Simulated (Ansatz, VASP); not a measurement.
**Si23BO48 (B_Si) in two plane-wave programs**

Aim: how closely do two programs agree when they are given the same cell, functional and k mesh? The structure shown is the start of the Ansatz relaxation below; VASP solves that cell, so the two are compared at the walk's first step.

Program: Ansatz 0.2.0. Level of theory: plane waves, with VASP 6.6.1 beside it; single point at r2SCAN. Results are calculated unless marked as measured.

## Step 1: The structure

The cell holds 72 atoms: 23 Si, 48 O and 1 B. Cell: a = 9.842 Å, b = 9.842 Å, c = 10.833 Å, α = 90.0°, β = 90.0°, γ = 120.0°. It derives from SiO2 (SiO2 (P3_121)). Nearest the centre at fractional (0.266, 0.266, 0.500): B72 at 0.05 Å, O29 at 1.59 Å, O24 at 1.60 Å, O31 at 1.60 Å, O33 at 1.67 Å, Si2 at 3.02 Å, Si11 at 3.03 Å, Si5 at 3.04 Å. The cell carries charge +1.

## Step 2: Ansatz: relaxation, r2SCAN

Ansatz runs on its PAW soft_1 files.

The two programs are compared at the cell with which this relaxation starts, whose forces are those of its first step.

The input, input.yaml:

```yaml
crystal:
  lattice:
    - [9.84220413, 0.0, 0.0]
    - [-4.92110207, 8.52359881, 0.0]
    - [0.0, 0.0, 10.83306953]
  atoms:
    - { symbol: Si, position: [0.26551436, 0.26551436, 0.0] }
    - { symbol: Si, position: [0.0, 0.23448564, 0.33333333] }
    - { symbol: Si, position: [0.23448564, 0.0, 0.16666667] }
    - { symbol: O, position: [0.13451903, 0.2066065, 0.39229212] }
    - { symbol: O, position: [0.2933935, 0.42791253, 0.05895878] }
    - { symbol: O, position: [0.07208747, 0.36548097, 0.22562545] }
    - { symbol: O, position: [0.2066065, 0.13451903, 0.10770788] }
    - { symbol: O, position: [0.36548097, 0.07208747, 0.27437455] }
    - { symbol: O, position: [0.42791253, 0.2933935, 0.44104122] }
    - { symbol: B, position: [0.26551436, 0.26551436, 0.5] }
    - { symbol: Si, position: [0.0, 0.23448564, 0.83333333] }
    - { symbol: Si, position: [0.23448564, 0.0, 0.66666667] }
    - { symbol: O, position: [0.13451903, 0.2066065, 0.89229212] }
    - { symbol: O, position: [0.2933935, 0.42791253, 0.55895878] }
    - { symbol: O, position: [0.07208747, 0.36548097, 0.72562545] }
    - { symbol: O, position: [0.2066065, 0.13451903, 0.60770788] }
    - { symbol: O, position: [0.36548097, 0.07208747, 0.77437455] }
    - { symbol: O, position: [0.42791253, 0.2933935, 0.94104122] }
    - { symbol: Si, position: [0.26551436, 0.76551436, 0.0] }
    - { symbol: Si, position: [0.0, 0.73448564, 0.33333333] }
    - { symbol: Si, position: [0.23448564, 0.5, 0.16666667] }
    - { symbol: O, position: [0.13451903, 0.7066065, 0.39229212] }
    - { symbol: O, position: [0.2933935, 0.92791253, 0.05895878] }
    - { symbol: O, position: [0.07208747, 0.86548097, 0.22562545] }
    - { symbol: O, position: [0.2066065, 0.63451903, 0.10770788] }
    - { symbol: O, position: [0.36548097, 0.57208747, 0.27437455] }
    - { symbol: O, position: [0.42791253, 0.7933935, 0.44104122] }
    - { symbol: Si, position: [0.26551436, 0.76551436, 0.5] }
    - { symbol: Si, position: [0.0, 0.73448564, 0.83333333] }
    - { symbol: Si, position: [0.23448564, 0.5, 0.66666667] }
    - { symbol: O, position: [0.13451903, 0.7066065, 0.89229212] }
    - { symbol: O, position: [0.2933935, 0.92791253, 0.55895878] }
    - { symbol: O, position: [0.07208747, 0.86548097, 0.72562545] }
    - { symbol: O, position: [0.2066065, 0.63451903, 0.60770788] }
    - { symbol: O, position: [0.36548097, 0.57208747, 0.77437455] }
    - { symbol: O, position: [0.42791253, 0.7933935, 0.94104122] }
    - { symbol: Si, position: [0.76551436, 0.26551436, 0.0] }
    - { symbol: Si, position: [0.5, 0.23448564, 0.33333333] }
    - { symbol: Si, position: [0.73448564, 0.0, 0.16666667] }
    - { symbol: O, position: [0.63451903, 0.2066065, 0.39229212] }
    - { symbol: O, position: [0.7933935, 0.42791253, 0.05895878] }
    - { symbol: O, position: [0.57208747, 0.36548097, 0.22562545] }
    - { symbol: O, position: [0.7066065, 0.13451903, 0.10770788] }
    - { symbol: O, position: [0.86548097, 0.07208747, 0.27437455] }
    - { symbol: O, position: [0.92791253, 0.2933935, 0.44104122] }
    - { symbol: Si, position: [0.76551436, 0.26551436, 0.5] }
    - { symbol: Si, position: [0.5, 0.23448564, 0.83333333] }
    - { symbol: Si, position: [0.73448564, 0.0, 0.66666667] }
    - { symbol: O, position: [0.63451903, 0.2066065, 0.89229212] }
    - { symbol: O, position: [0.7933935, 0.42791253, 0.55895878] }
    - { symbol: O, position: [0.57208747, 0.36548097, 0.72562545] }
    - { symbol: O, position: [0.7066065, 0.13451903, 0.60770788] }
    - { symbol: O, position: [0.86548097, 0.07208747, 0.77437455] }
    - { symbol: O, position: [0.92791253, 0.2933935, 0.94104122] }
    - { symbol: Si, position: [0.76551436, 0.76551436, 0.0] }
    - { symbol: Si, position: [0.5, 0.73448564, 0.33333333] }
    - { symbol: Si, position: [0.73448564, 0.5, 0.16666667] }
    - { symbol: O, position: [0.63451903, 0.7066065, 0.39229212] }
    - { symbol: O, position: [0.7933935, 0.92791253, 0.05895878] }
    - { symbol: O, position: [0.57208747, 0.86548097, 0.22562545] }
    - { symbol: O, position: [0.7066065, 0.63451903, 0.10770788] }
    - { symbol: O, position: [0.86548097, 0.57208747, 0.27437455] }
    - { symbol: O, position: [0.92791253, 0.7933935, 0.44104122] }
    - { symbol: Si, position: [0.76551436, 0.76551436, 0.5] }
    - { symbol: Si, position: [0.5, 0.73448564, 0.83333333] }
    - { symbol: Si, position: [0.73448564, 0.5, 0.66666667] }
    - { symbol: O, position: [0.63451903, 0.7066065, 0.89229212] }
    - { symbol: O, position: [0.7933935, 0.92791253, 0.55895878] }
    - { symbol: O, position: [0.57208747, 0.86548097, 0.72562545] }
    - { symbol: O, position: [0.7066065, 0.63451903, 0.60770788] }
    - { symbol: O, position: [0.86548097, 0.57208747, 0.77437455] }
    - { symbol: O, position: [0.92791253, 0.7933935, 0.94104122] }
  host:
    repeats: [2, 2, 2]
    atoms:
      - { symbol: Si, position: [0.53102872, 0.53102872, 0.0] }
      - { symbol: Si, position: [0.0, 0.46897128, 0.66666667] }
      # ... 7 more atoms of the perfect host
total_charge: 1
basis:
  ecutwfc: 500
  xc_grid: 2
hamiltonian:
  xc: r2scan
  pseudopotentials: { kind: paw, azcp: { folder: soft_1 } }
kpoints:
  mp_grid: { grid: [1, 1, 1], shift: [0.25, 0.25, 0.25] }
scf:
  occupations: { method: fermi_dirac, width: 0.01 }
  max_iter: 80
output:
  forces: true
  charged_corrections:
    epsilon: [2.49, 2.49, 2.52]
    static_epsilon: [4.64, 4.64, 4.86]
    defect_position: [0.265514, 0.265514, 0.5]
relax:
  f_tol: 0.02
  max_steps: 80
  random_displacement: { amplitude: 0.05, seed: 956 }
checkpoint:
  write: "../qp1.relax_smeared.run"
  compress: false
  write_wavefunctions: true
  write_every: 100000
```

Started as:

```sh
$ ansatz run input.yaml --threads 8 --pin off --max-ram 22609MiB --backend cpu --events-out ev --progress --plain --runs-dir out
```

Numbers of over 12 decimals in the logs are rounded to 6 here.

The log of the run:

```text
Engine: ansatz 0.2.0, aarch64-unknown-linux-gnu
Pseudopotentials: kind: paw
Pseudopotential: Si, paw, valence charge 4, recommended cutoff 500 eV (meta_gga), soft_1/Si.paw.azcp
Pseudopotential: O, paw, valence charge 6, recommended cutoff 500 eV (meta_gga), soft_1/O.paw.azcp
Pseudopotential: B, paw, valence charge 3, recommended cutoff 500 eV (meta_gga), soft_1/B.paw.azcp
Functional definition: r2SCAN
  parameter k0 = 0.174
  parameter k1 = 0.065
  parameter a1 = 4.9479
  exchange = r2scan_x(k0 = k0, k1 = k1, a1 = a1)
  correlation = r2scan_c
Crystal: 72 atoms, lattice volume = 908.797 Å³
Basis set: ecut = 500 eV, 23025 PW (Γ), exchange–correlation on 144×144×160 points (8 copies of the dense FFT grid, shifted against one another)
Bands: 263, of which v1, the nominal top of the filled ones, is band 191 counted from 1 (190 counted from 0)
Symmetry: 1 space group operations
k-points: 1
Non-local potential: Si, projectors of the file, l = 0: 2, l = 1: 2, l = 2: 1
Non-local potential: O, projectors of the file, l = 0: 2, l = 1: 2, l = 2: 1
Non-local potential: B, projectors of the file, l = 0: 2, l = 1: 2, l = 2: 1
PAW form: soft (Blöchl's): semilocal exchange-correlation on the pseudo side does not see the compensation charge
PAW frozen core: Si, regenerated for the run's functional (the file was generated under x = pbe(κ = 0.804, μ = 0.219515), c = pbe(β = 0.066725))
PAW frozen core: O, regenerated for the run's functional (the file was generated under x = pbe(κ = 0.804, μ = 0.219515), c = pbe(β = 0.066725))
PAW frozen core: B, regenerated for the run's functional (the file was generated under x = pbe(κ = 0.804, μ = 0.219515), c = pbe(β = 0.066725))
PAW one-centre angular grid: Si, 302 points (default); XC on 160 Gauss nodes
PAW one-centre angular grid: O, 302 points (default); XC on 160 Gauss nodes
PAW one-centre angular grid: B, 302 points (default); XC on 223 of its mesh's 2233 points in the sphere
Initial density: superposition of atomic densities (chi_scale 0.1, normalization cell, long waves kept (reshape's long-wave potential 0.09 eV rms))
Initial wavefunctions: pseudopotential atomic-orbital guess
Functional: x = r2scan, c = r2scan; τ floored in thin density (d = 2e-4 eV/Å³)
SCF iter   1: F=—  HF=-42264.289223 eV  |F-HF|=—  |Δ(HF+E_count)|=         —  Δρ=1.35e-1  dr2=1.55e2  dr2_τ=1.64e1  ethr=3.10e-3  ⟨swp⟩=6.0  Hψ=1172  notcnv=0  defer=34
preconditioner: auto → Resta (q_TF=auto, 2.361 Å⁻¹)  ε∞=2.6  [insulator: Δε(μ)=0.140 eV  Ē_g=19.033 eV  σ=0.010 eV  W_gap=1.00  n_scr=212 (ndim 8)  ℏωp=24.1 eV  f_vac=0.005  D(μ)=0.36/eV (n_scr^D=0)  ε∞_Penn≈2.6]
SCF iter   2: F=—  HF=-42232.436066 eV  |F-HF|=—  |Δ(HF+E_count)|=    3.19e1  Δρ=5.58e-2  dr2=2.12e1  dr2_τ=4.21e0  ethr=3.10e-3  ⟨swp⟩=4.0  Hψ=646  notcnv=0  defer=67
SCF iter   3: F=—  HF=-42233.638137 eV  |F-HF|=—  |Δ(HF+E_count)|=    1.20e0  Δρ=3.90e-2  dr2=1.28e1  dr2_τ=1.04e0  ethr=3.10e-3  ⟨swp⟩=3.0  Hψ=457  notcnv=0  defer=67
SCF iter   4: F=—  HF=-42233.742731 eV  |F-HF|=—  |Δ(HF+E_count)|=   1.05e-1  Δρ=2.81e-2  dr2=6.87e0  dr2_τ=5.60e-1  ethr=3.10e-3  ⟨swp⟩=2.0  Hψ=499  notcnv=0  defer=67
SCF iter   5: F=—  HF=-42233.231317 eV  |F-HF|=—  |Δ(HF+E_count)|=   5.11e-1  Δρ=1.96e-2  dr2=5.46e0  dr2_τ=2.41e-1  ethr=1.80e-3  ⟨swp⟩=2.0  Hψ=307  notcnv=0  defer=67
SCF iter   6: F=—  HF=-42233.290392 eV  |F-HF|=—  |Δ(HF+E_count)|=   5.91e-2  Δρ=2.44e-2  dr2=6.81e0  dr2_τ=2.36e-1  ethr=1.43e-3  ⟨swp⟩=3.0  Hψ=301  notcnv=0  defer=67
SCF iter   7: F=—  HF=-42233.532501 eV  |F-HF|=—  |Δ(HF+E_count)|=   2.42e-1  Δρ=2.02e-2  dr2=4.78e0  dr2_τ=3.05e-1  ethr=1.43e-3  ⟨swp⟩=2.0  Hψ=307  notcnv=0  defer=67
SCF iter   8: F=—  HF=-42233.205565 eV  |F-HF|=—  |Δ(HF+E_count)|=   3.27e-1  Δρ=1.33e-2  dr2=2.16e0  dr2_τ=7.44e-2  ethr=1.25e-3  ⟨swp⟩=2.0  Hψ=198  notcnv=0  defer=67
SCF iter   9: F=—  HF=-42233.003790 eV  |F-HF|=—  |Δ(HF+E_count)|=   2.02e-1  Δρ=7.84e-3  dr2=8.22e-1  dr2_τ=1.86e-2  ethr=5.65e-4  ⟨swp⟩=4.0  Hψ=312  notcnv=0  defer=65
SCF iter  10: F=—  HF=-42232.973186 eV  |F-HF|=—  |Δ(HF+E_count)|=   3.06e-2  Δρ=1.31e-2  dr2=1.90e0  dr2_τ=6.73e-2  ethr=2.15e-4  ⟨swp⟩=3.0  Hψ=209  notcnv=0  defer=65  recentre
SCF iter  11: F=—  HF=-42232.968379 eV  |F-HF|=—  |Δ(HF+E_count)|=   4.81e-3  Δρ=1.09e-2  dr2=1.47e0  dr2_τ=3.84e-2  ethr=2.15e-4  ⟨swp⟩=3.0  Hψ=302  notcnv=0  defer=65
SCF iter  12: F=—  HF=-42232.907786 eV  |F-HF|=—  |Δ(HF+E_count)|=   6.06e-2  Δρ=4.39e-3  dr2=3.06e-1  dr2_τ=1.11e-2  ethr=2.15e-4  ⟨swp⟩=3.0  Hψ=203  notcnv=0  defer=65
SCF iter  13: F=—  HF=-42232.903128 eV  |F-HF|=—  |Δ(HF+E_count)|=   4.66e-3  Δρ=4.95e-3  dr2=2.39e-1  dr2_τ=1.25e-2  ethr=8.02e-5  ⟨swp⟩=3.0  Hψ=205  notcnv=0  defer=65
SCF iter  14: F=—  HF=-42232.894698 eV  |F-HF|=—  |Δ(HF+E_count)|=   8.43e-3  Δρ=2.99e-3  dr2=1.44e-1  dr2_τ=4.19e-3  ethr=6.24e-5  ⟨swp⟩=1.0  Hψ=303  notcnv=0  defer=65
[...]
--- Band table (eV) ---
  k-point 0: bands = [... 187 lower, 1.7750, 1.8199, 1.8445, 1.8744, 1.9037, 9.3578, 10.0156, 10.1105, ... 68 higher]
--- Relaxed structure (7 steps of the walk, 7 accepted, 0 SCFs on fresh bases) ---
  F+E_penalty+E_count = -42236.95740167 eV   max|allowed force component| = 1.967e-2 eV/Å
  atoms:
    - { symbol: Si, position: [0.261396, 0.261083, 0.000414408] }
    - { symbol: Si, position: [0.00390162, 0.233187, 0.341351] }
    - { symbol: Si, position: [0.233960, -0.00445477, 0.166030] }
    - { symbol: O, position: [0.137755, 0.206472, 0.406361] }
    - { symbol: O, position: [0.290925, 0.423324, 0.060418] }
    - { symbol: O, position: [0.084450, 0.369080, 0.237957] }
    - { symbol: O, position: [0.203933, 0.128412, 0.106454] }
    - { symbol: O, position: [0.362449, 0.071628, 0.275350] }
    - { symbol: O, position: [0.405803, 0.286239, 0.445004] }
    - { symbol: B, position: [0.259716, 0.259239, 0.500801] }
    - { symbol: Si, position: [-0.00441238, 0.233922, 0.835162] }
    - { symbol: Si, position: [0.234332, 0.00330014, 0.660371] }
    - { symbol: O, position: [0.128312, 0.203659, 0.894664] }
    - { symbol: O, position: [0.285691, 0.405165, 0.556099] }
    - { symbol: O, position: [0.071535, 0.362087, 0.725542] }
    - { symbol: O, position: [0.208713, 0.138125, 0.595796] }
    - { symbol: O, position: [0.369324, 0.082154, 0.764375] }
    - { symbol: O, position: [0.423332, 0.290441, 0.940066] }
    - { symbol: Si, position: [0.266554, 0.762946, -0.000705979] }
    - { symbol: Si, position: [-0.00085322, 0.732097, 0.333688] }
    - { symbol: Si, position: [0.239270, 0.501221, 0.168048] }
    - { symbol: O, position: [0.132761, 0.700915, 0.390540] }
    - { symbol: O, position: [0.299566, 0.926217, 0.060747] }
    - { symbol: O, position: [0.071631, 0.858829, 0.222945] }
    - { symbol: O, position: [0.204177, 0.629725, 0.106122] }
    - { symbol: O, position: [0.376533, 0.579240, 0.269869] }
    - { symbol: O, position: [0.430140, 0.796186, 0.438150] }
    - { symbol: Si, position: [0.264898, 0.759633, 0.496944] }
    - { symbol: Si, position: [0.00360176, 0.742245, 0.833896] }
    - { symbol: Si, position: [0.235340, 0.487265, 0.662293] }
    - { symbol: O, position: [0.138595, 0.713292, 0.890252] }
    - { symbol: O, position: [0.286995, 0.917943, 0.559830] }
    - { symbol: O, position: [0.074068, 0.875842, 0.727101] }
    - { symbol: O, position: [0.211730, 0.622770, 0.599411] }
    - { symbol: O, position: [0.368845, 0.563039, 0.768652] }
    - { symbol: O, position: [0.424762, 0.782626, 0.938051] }
    - { symbol: Si, position: [0.763600, 0.267537, 0.00193097] }
    - { symbol: Si, position: [0.487426, 0.235203, 0.338747] }
    - { symbol: Si, position: [0.743378, 0.00456924, 0.167344] }
[...]
- { symbol: Si, position: [0.759656, 0.264574, 0.504271] }
    - { symbol: Si, position: [0.501564, 0.238191, 0.833001] }
    - { symbol: Si, position: [0.732091, -0.00131714, 0.667658] }
[...]
- { symbol: Si, position: [0.765865, 0.765853, 0.000673182] }
    - { symbol: Si, position: [0.507577, 0.740035, 0.332882] }
    - { symbol: Si, position: [0.727828, 0.500616, 0.171086] }
[...]
- { symbol: O, position: [0.859356, 0.569893, 0.278445] }
    - { symbol: O, position: [0.934027, 0.798085, 0.441780] }
    - { symbol: Si, position: [0.771705, 0.771298, 0.500759] }
    - { symbol: Si, position: [0.500190, 0.727125, 0.830137] }
    - { symbol: Si, position: [0.739371, 0.506411, 0.668203] }
    - { symbol: O, position: [0.636614, 0.704149, 0.891226] }
    - { symbol: O, position: [0.798344, 0.933504, 0.559864] }
    - { symbol: O, position: [0.569834, 0.858646, 0.722767] }
    - { symbol: O, position: [0.711548, 0.639961, 0.608109] }
    - { symbol: O, position: [0.871726, 0.579347, 0.774366] }
    - { symbol: O, position: [0.930031, 0.795471, 0.943882] }
```

The column dr2 measures how far the density is from self-consistency, as an energy; F and HF (Harris–Foulkes) agree once it is small.

(Part 1 of 2 ends here.)

[Lines on the potential files, build, host, timing and source positions are cut from VASP's logs without a mark.]

[Logs are printed without paths, hosts, clocks, repeated set-up lines and the standing remarks that a program may print on its own settings, such as how far it seeks lower states.]

[Hosts, paths, dates, database ids (printed as entryN), source tags and the programs' standing remarks are cut or masked in the printed files.]
